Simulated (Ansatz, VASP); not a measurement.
## Hf in VASP and in Ansatz

```
Hf
1.0
     0.00000    2.67068    5.39073
     1.59937    0.00000    5.39073
     1.59937    2.67068    0.00000
Hf
2
Cartesian
  1.5994 2.6707 1.4639
  1.5994 2.6707 9.3175
```

Alike in both runs: functional PBE; k mesh 20 × 20 × 20; occupations gaussian, width 0.1 eV; no spin polarisation.

Ansatz relaxed the structure, and its values are those at the end. VASP's run is a single point on that final structure, the one shown.

|  | VASP | Ansatz |
| --- | --- | --- |
| version | VASP 6.6.1 | Ansatz 0.2.0 |
| potentials or method | VASP PAW PBE potentials, release 64 (Hf_pv) | scalar-relativistic, plane waves, PAW |
| plane-wave cutoff (eV) | 520 | 420 |
| valence electrons in the cell | 20 | 52 |

VASP gave:

- gap on the k mesh at the Fermi level (eV): none
- pressure (GPa): -0.4
- rms of the force components (eV/Å): 0.018

Task: Estimate Ansatz's values.

Result: gap on the k mesh at the Fermi level (eV): none; pressure (GPa): 0.0; rms of the force components (eV/Å): 0.004.

A gap of «none» marks a metal or a gap that the smearing closes. With one functional, cell and mesh, what is left measures potentials, basis and numerics. The two sets of potentials don't hold the same shells in valence.

The runs have no spin-orbit coupling, so splittings on Hf are missing.
